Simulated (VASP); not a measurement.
# SiC (F-43m) under biaxial strain in the (110) plane

How do the elastic response and the band edges of SiC follow biaxial strain in the (110) plane?

Calculated with VASP 6.6.1; LDA; plane waves and PAW (Si, C), in the first sound run; inputs show where later runs differ.

**1. Starting point**

It takes space group F-43m (No. 216, cubic). The conventional cell has a = 4.360 Å, b = 4.360 Å, c = 4.360 Å, α = 90.00°, β = 90.00°, γ = 90.00°. Nearest to Si lie 4 C at 1.89 Å. Nearest to C lie 4 Si at 1.89 Å. Farther neighbours are not listed.

**2. Relax the crystal, LDA**

The series starts from the cell that this level prefers, so that zero strain is near zero stress.

This step took 2 runs in a row; the last is shown.

Level: LDA; plane waves and PAW (Si, C).

File INCAR:

```
SYSTEM = SiC
PREC = Accurate
ENCUT = 600
EDIFF = 1E-07
NELM = 120
ISMEAR = 0
SIGMA = 0.02
LREAL = .FALSE.
ALGO = Normal
GGA = CA
NBANDS = 10
LORBIT = 11
LWAVE = .FALSE.
LCHARG = .FALSE.
KPAR = 8
IBRION = 2
NSW = 40
ISIF = 3
EDIFFG = -0.005
POTIM = 0.4
```

File POSCAR:

```
SiC
1.0
    0.0000000000      2.1652404209      2.1652404209
    2.1652404209      0.0000000000      2.1652404209
    2.1652404209      2.1652404209      0.0000000000
Si C
1 1
Direct
    0.0000000000      0.0000000000      0.0000000000
    0.2500000000      0.2500000000      0.2500000000
```

File KPOINTS:

```
Automatic mesh
0
Gamma
12 12 12
0 0 0
```

PAW data sets: Si and C (LDA family, release 64).

Started as:

```
mpirun -np 8 vasp_std
```

Output:

```text
[banner, memory and clock lines left out]
running    8 mpi-ranks, on    1 nodes
[...]
|                                                                             |
|           W    W    AA    RRRRR   N    N  II  N    N   GGGG   !!!           |
|           W    W   A  A   R    R  NN   N  II  NN   N  G    G  !!!           |
|           W    W  A    A  R    R  N N  N  II  N N  N  G       !!!           |
|           W WW W  AAAAAA  RRRRR   N  N N  II  N  N N  G  GGG   !            |
|           WW  WW  A    A  R   R   N   NN  II  N   NN  G    G                |
|           W    W  A    A  R    R  N    N  II  N    N   GGGG   !!!           |
|                                                                             |
|     For optimal performance we recommend to set                             |
|       NCORE = 2 up to number-of-cores-per-socket                            |
|     NCORE specifies how many cores store one orbital (NPAR=cpu/NCORE).      |
|     This setting can greatly improve the performance of VASP for DFT.       |
[...]
|     Unfortunately you need to use the default for GW and RPA                |
|     calculations (for HF NCORE is supported but not extensively tested      |
|     yet).                                                                   |
|                                                                             |

 LDA part: xc-table for (Slater(with rela. corr.)+CA(PZ))
 , standard interpolation
 POSCAR, INCAR and KPOINTS ok, starting setup
[...]
entering main loop
       N       E                     dE             d eps       ncg     rms          rms(c)
DAV:   1     0.408551955501E+01    0.40855E+01   -0.44454E+03  1504   0.771E+02
DAV:   2    -0.180102019773E+02   -0.22096E+02   -0.20958E+02  1842   0.117E+02
DAV:   3    -0.187329053029E+02   -0.72270E+00   -0.72107E+00  1674   0.186E+01
DAV:   4    -0.187365577239E+02   -0.36524E-02   -0.36521E-02  1648   0.166E+00
[...]
DAV:  11    -0.166448018268E+02   -0.42574E-06   -0.30540E-06  1718   0.119E-02    0.134E-02
DAV:  12    -0.166448016038E+02    0.22294E-06   -0.68107E-07  1496   0.428E-03    0.594E-04
DAV:  13    -0.166448016031E+02    0.76500E-09   -0.28133E-08   750   0.115E-03
   1 F= -.16644802E+02 E0= -.16644802E+02  d E =-.166448E+02
[...]
reached required accuracy - stopping structural energy minimisation
```

It took 2 s on 8 MPI ranks of Intel Xeon 6975P-C (Granite Rapids), shared host; peak memory 1.1 GiB.

The logs omit lines about the potential files and the build; timing stands in the text.

From OUTCAR (step 2):

```text
  Total        0.0011091      0.0011091      0.0011091      0.0000000      0.0000000      0.0000000
  in kB        0.0875246      0.0875246      0.0875246      0.0000000      0.0000000      0.0000000
  external PRESSURE =       0.0875246 kB  Pullay stress =       0.0000000 kB

 POSITION                                       TOTAL-FORCE (eV/Angst)
 -----------------------------------------------------------------------------------
      0.00000      0.00000      0.00000        -0.000000     -0.000000     -0.000000
      1.08262      1.08262      1.08262         0.000000      0.000000      0.000000
 -----------------------------------------------------------------------------------
    total drift:                                0.000000      0.000000      0.000000

  FREE ENERGIE OF THE ION-ELECTRON SYSTEM (eV)
  ---------------------------------------------------
  free  energy   TOTEN  =       -16.6448016031 eV

  energy  without entropy=      -16.6448016031  energy(sigma->0) =      -16.64480160

 reached required accuracy - stopping structural energy minimisation

[... 3 further parts left out ...]
[key lines of the parts left out:]
E-fermi :   8.4189
```

Numbers from this step:

| Quantity | Value |
| --- | --- |
| energy(sigma→0) of the program | -16.6448 eV |
| stress, compression positive | 0.01 along [110], 0.01 across it (mean), GPa |
| volume | 20.302 Å³ |
| ionic steps | 1 |

**3. Strain along the normal, LDA**

One member in full: the plane is strained by 2 %, and the strain along the normal is moved by secant steps until the normal stress is under 0.012 GPa or five steps are spent; the atoms relax at each step.

This step took 3 runs, each at a new trial strain with the atoms of the one before; the last is shown.

Level: LDA; plane waves and PAW (Si, C); cell typed or built by script.

INCAR: that of step 2 with these lines changed.

```diff
@@ -14,7 +14,7 @@
 LCHARG = .FALSE.
-KPAR = 8
-IBRION = 2
-NSW = 40
-ISIF = 3
-EDIFFG = -0.005
-POTIM = 0.4
+KPAR = 2
+IBRION = 1
+NSW = 25
+ISIF = 2
+EDIFFG = -0.004
+POTIM = 0.3
```

File POSCAR:

```
SiC
1.0
   -0.0275250560      2.1810201740      2.2085452290
    2.1810201740     -0.0275250560      2.2085452290
    2.1534951180      2.1534951180      0.0000000000
Si C
1 1
Direct
    0.9989529881      0.9989529881      0.0010470119
    0.2510470119      0.2510470119      0.2489529881
```

KPOINTS is that of step 2.

Started as:

```
mpirun -np 2 vasp_std
```

Output:

```text
[banner, memory and clock lines left out]
running    2 mpi-ranks, on    1 nodes
[...]
LDA part: xc-table for (Slater(with rela. corr.)+CA(PZ))
 , standard interpolation
 POSCAR, INCAR and KPOINTS ok, starting setup
[...]
entering main loop
       N       E                     dE             d eps       ncg     rms          rms(c)
DAV:   1     0.463318889088E+01    0.46332E+01   -0.43626E+03  5756   0.765E+02
DAV:   2    -0.178598238444E+02   -0.22493E+02   -0.21251E+02  7390   0.118E+02
DAV:   3    -0.186032075324E+02   -0.74338E+00   -0.74212E+00  6628   0.191E+01
DAV:   4    -0.186066833275E+02   -0.34758E-02   -0.34755E-02  6490   0.166E+00
[...]
DAV:  11    -0.166171683042E+02   -0.43963E-06   -0.45881E-06  6680   0.143E-02    0.134E-02
DAV:  12    -0.166171680724E+02    0.23171E-06   -0.67273E-07  5884   0.477E-03    0.171E-03
DAV:  13    -0.166171680686E+02    0.38904E-08   -0.10603E-07  2940   0.195E-03
   1 F= -.16617168E+02 E0= -.16617168E+02  d E =-.166172E+02
 BRION: g(F)=  0.134E-05 g(S)=  0.000E+00
[...]
N       E                     dE             d eps       ncg     rms          rms(c)
DAV:   1    -0.166171687493E+02   -0.67685E-06   -0.56071E-05  5630   0.554E-02    0.211E-03
DAV:   2    -0.166171687156E+02    0.33667E-07   -0.58146E-07  6568   0.616E-03
   2 F= -.16617169E+02 E0= -.16617169E+02  d E =-.647069E-06
 BRION: g(F)=  0.412E-11 g(S)=  0.000E+00 retain N=  1 mean eig= 1.00
 eig:   0.998
 reached required accuracy - stopping structural energy minimisation
```

Wall time 21 s (2 MPI ranks); peak memory 0.35 GiB; 38 s of CPU time.

From OUTCAR (step 3):

```text
  Total       -0.8009010     -0.8009010     -1.2566437      0.8005296      0.0000000      0.0000000
  in kB      -61.0805524    -61.0805524    -95.8376757     61.0522285      0.0000000      0.0000000
  external PRESSURE =     -72.6662602 kB  Pullay stress =       0.0000000 kB

 POSITION                                       TOTAL-FORCE (eV/Angst)
 -----------------------------------------------------------------------------------
      2.15350      2.15350      4.41233         0.000000      0.000000      0.000008
      1.07675      1.07675      1.10904         0.000000      0.000000     -0.000008
 -----------------------------------------------------------------------------------
    total drift:                                0.000001      0.000001      0.000356

  FREE ENERGIE OF THE ION-ELECTRON SYSTEM (eV)
  ---------------------------------------------------
  free  energy   TOTEN  =       -16.6171687156 eV

  energy  without entropy=      -16.6171687156  energy(sigma->0) =      -16.61716872

[... 1 part as in an earlier step ...]

[... 3 further parts left out ...]
[key lines of the parts left out:]
E-fermi :   8.1712
```

Read from the output:

| Property | Result |
| --- | --- |
| energy(sigma→0) of the program | -16.6172 eV |
| stress, compression positive | 0.00 along [110], -10.90 across it (mean), GPa |
| ionic steps | 2 |

**4. Band edges, TB-mBJ**

Short lines in KPOINTS_OPT sample the zone centre along and across the normal of the plane, for masses, and the other valleys.

Level: TB-mBJ; plane waves and PAW (Si, C); cell typed or built by script.

TB-mBJ has no energy functional, so the total energy, stress and pressure in this output mean nothing.

File INCAR:

```
SYSTEM = SiC
PREC = Accurate
ENCUT = 600
EDIFF = 1E-06
NELM = 150
ISMEAR = 0
SIGMA = 0.02
LREAL = .FALSE.
ALGO = Normal
METAGGA = MBJ
LASPH = .TRUE.
NBANDS = 9
LWAVE = .FALSE.
LCHARG = .FALSE.
KPAR = 2
```

File POSCAR:

```
SiC
1.0
   -0.0275250560      2.1810201740      2.2085452290
    2.1810201740     -0.0275250560      2.2085452290
    2.1534951180      2.1534951180      0.0000000000
Si C
1 1
Direct
    0.9989214447      0.9989214447      0.0010785553
    0.2510785553      0.2510785553      0.2489214447
```

File KPOINTS:

```
Automatic mesh
0
Gamma
9 9 9
0 0 0
```

File KPOINTS_OPT:

```
Line mode
6
Line-mode
Reciprocal
  0.00000000   0.00000000   0.00000000
  0.01211767   0.01211767   0.02423533

  0.00000000   0.00000000   0.00000000
 -0.01242743   0.01242743  -0.00000000

  0.31000000   0.31000000   0.00000000
  0.50000000   0.50000000   0.00000000

  0.00000000   0.31000000   0.31000000
  0.00000000   0.50000000   0.50000000

  0.45000000   0.45000000   0.45000000
  0.50000000   0.50000000   0.50000000

  0.45000000   0.00000000   0.00000000
  0.50000000   0.00000000   0.00000000

  0.42500000   0.42500000   0.00000000
  0.42478096   0.44235601   0.01713697

  0.50000000   0.50000000   0.50000000
  0.48757257   0.51242743   0.50000000
```

Started as:

```
mpirun -np 2 vasp_std
```

Output:

```text
[banner, memory and clock lines left out]
running    2 mpi-ranks, on    1 nodes
[...]
|                                                                             |
|               ----> ADVICE to this user running VASP <----                  |
|                                                                             |
|     You enforced a specific xc type in the INCAR file but a different       |
|     [... a line on the potential file left out ...]
|     I HOPE YOU KNOW WHAT YOU ARE DOING!                                     |
|                                                                             |

 LDA part: xc-table for (None), standard interpolation
 POSCAR, INCAR and KPOINTS ok, starting setup
[...]
entering main loop
       N       E                     dE             d eps       ncg     rms          rms(c)
DAV:   1     0.155804481412E+01    0.15580E+01   -0.44961E+03  2322   0.853E+02
DAV:   2    -0.211380953567E+02   -0.22696E+02   -0.21516E+02  3129   0.118E+02
DAV:   3    -0.217208766137E+02   -0.58278E+00   -0.58195E+00  2483   0.186E+01
DAV:   4    -0.217233750082E+02   -0.24984E-02   -0.24982E-02  2836   0.144E+00
[...]
DAV:  33    -0.173685106513E+02    0.63362E-05   -0.20264E-11  1130   0.316E-05    0.648E-06
DAV:  34    -0.173685084835E+02    0.21679E-05   -0.12191E-11  1128   0.301E-05    0.537E-06
DAV:  35    -0.173685085602E+02   -0.76734E-07   -0.17276E-12  1128   0.148E-05
   1 F= -.17368509E+02 E0= -.17368509E+02  d E =-.701089E-32
 Start KPOINTS_OPT (optional k-point list driver)
k-point batch [1-48\48]
       N       E                     dE             ncg
DAV:   1     0.322638500773E+04   -0.11153E+05      888
DAV:   2     0.200331878811E+04   -0.12231E+04     1288
DAV:   3     0.198224510138E+04   -0.21074E+02      986
DAV:   4     0.198218360155E+04   -0.61500E-01     1104
DAV:   5     0.198218343573E+04   -0.16582E-03      981
DAV:   6     0.198218343485E+04   -0.88309E-06     1170
```

The job ended after 29 s (2 MPI ranks; peak memory 0.34 GiB).

From OUTCAR (step 4):

```text
  LATTYP: Found a body centered orthorhombic cell.
 ALAT       =     3.0455020024
 B/A-ratio  =     1.0255631469
 C/A-ratio  =     1.4503653107

 Subroutine GETGRP returns: Found  4 space group operations
 (whereof  4 operations were pure point group operations)

The static configuration has the point symmetry C_2v.

 Found    125 irreducible k-points:

   k-points           NKPTS =    125   k-points in BZ     NKDIM =    125   number of bands    NBANDS=      9

   dimension x,y,z NGX =    28 NGY =   28 NGZ =   24
   dimension x,y,z NGXF=    56 NGYF=   56 NGZF=   48

   ENCUT  =  600.0 eV  44.10 Ry    6.64 a.u.   6.20  6.20  6.08*2*pi/ulx,y,z

   NELECT =       8.0000    total number of electrons

 E-fermi :   8.1731

 k-point     1 :       0.0000    0.0000    0.0000
  band No.  band energies     occupation
      1      -7.5509      2.00000
      2       7.7798      2.00000
      3       7.7918      2.00000
      4       8.0144      2.00000
      5      14.5573      0.00000
      6      15.4850      0.00000
      7      15.9243      0.00000
      8      16.0361      0.00000
      9      23.1175      0.00000

 k-point     2 :       0.1111    0.0000    0.0000
  band No.  band energies     occupation
      1      -7.3226      2.00000
      2       6.5843      2.00000
      3       7.6302      2.00000
      4       7.8600      2.00000
      5      14.9896      0.00000
      6      15.8702      0.00000
      7      16.1563      0.00000
      8      16.3356      0.00000
      9      22.0693      0.00000

  Total       10.9472391     10.9472391     10.3174336      0.7759515      0.0000000      0.0000000
  in kB      834.8889318    834.8889318    786.8569426     59.1777793      0.0000000      0.0000000
  external PRESSURE =     818.8782687 kB  Pullay stress =       0.0000000 kB

 POSITION                                       TOTAL-FORCE (eV/Angst)
 -----------------------------------------------------------------------------------
      2.15350      2.15350      4.41233         0.000000      0.000000      0.309501
      1.07675      1.07675      1.10904         0.000000      0.000000     -0.309501
 -----------------------------------------------------------------------------------
    total drift:                               -0.000299     -0.000299      0.409768

  FREE ENERGIE OF THE ION-ELECTRON SYSTEM (eV)
  ---------------------------------------------------
  free  energy   TOTEN  =       -17.3685085602 eV

  energy  without entropy=      -17.3685085602  energy(sigma->0) =      -17.36850856

[... 1 part as in an earlier step ...]

[... 7 further parts left out ...]
```

**5. Band edges, r2SCAN**

Short lines in KPOINTS_OPT sample the zone centre along and across the normal of the plane, for masses, and the other valleys.

Level: r2SCAN; plane waves and PAW (Si, C); cell typed or built by script.

INCAR: that of step 4 with these lines changed.

```diff
@@ -4,3 +4,3 @@
 EDIFF = 1E-06
-NELM = 150
+NELM = 100
 ISMEAR = 0
@@ -9,3 +9,3 @@
 ALGO = Normal
-METAGGA = MBJ
+METAGGA = R2SCAN
 LASPH = .TRUE.
```

POSCAR is that of step 4.

KPOINTS is that of step 4.

KPOINTS_OPT is that of step 4.

Started as:

```
mpirun -np 2 vasp_std
```

Output:

```text
[banner, memory and clock lines left out]
running    2 mpi-ranks, on    1 nodes
[...]
[... a notice as in an earlier step ...]

 LDA part: xc-table for (None), standard interpolation
 POSCAR, INCAR and KPOINTS ok, starting setup
[...]
entering main loop
       N       E                     dE             d eps       ncg     rms          rms(c)
DAV:   1    -0.388502729455E+02   -0.38850E+02   -0.45841E+03  2330   0.871E+02
DAV:   2    -0.618430088609E+02   -0.22993E+02   -0.21809E+02  3138   0.122E+02
DAV:   3    -0.624595252618E+02   -0.61652E+00   -0.61573E+00  2608   0.195E+01
DAV:   4    -0.624621865582E+02   -0.26613E-02   -0.26611E-02  2962   0.154E+00
[...]
DAV:   9    -0.594016908096E+02   -0.38831E-03   -0.40115E-04  3378   0.225E-01    0.139E-01
DAV:  10    -0.594017786649E+02   -0.87855E-04   -0.77642E-05  2362   0.999E-02    0.833E-03
DAV:  11    -0.594017784837E+02    0.18122E-06   -0.14708E-06  2917   0.114E-02
   1 F= -.59401778E+02 E0= -.59401778E+02  d E =-.790611E-23
 Start KPOINTS_OPT (optional k-point list driver)
k-point batch [1-48\48]
       N       E                     dE             ncg
DAV:   1     0.320045596439E+04   -0.11179E+05      888
DAV:   2     0.196328761105E+04   -0.12372E+04     1316
DAV:   3     0.193873631267E+04   -0.24551E+02      998
DAV:   4     0.193864983550E+04   -0.86477E-01     1145
DAV:   5     0.193864961341E+04   -0.22210E-03     1031
DAV:   6     0.193864961164E+04   -0.17666E-05     1222
DAV:   7     0.193864961164E+04   -0.23856E-08      845
```

It took 34 s on 2 MPI ranks; peak memory 0.33 GiB.

(Continued in part 2 of 2.)

[Lines on the potential files, build, host, timing and source positions are cut from VASP's logs without a mark.]

[Logs are printed without paths, hosts, clocks, repeated set-up lines and the standing remarks that a program may print on its own settings, such as how far it seeks lower states.]

[Hosts, paths, dates, database ids (printed as entryN), source tags and the programs' standing remarks are cut or masked in the printed files.]

[In band tables of VASP the shares of atoms and orbitals are scaled to a sum of 1 inside the atoms' spheres.]
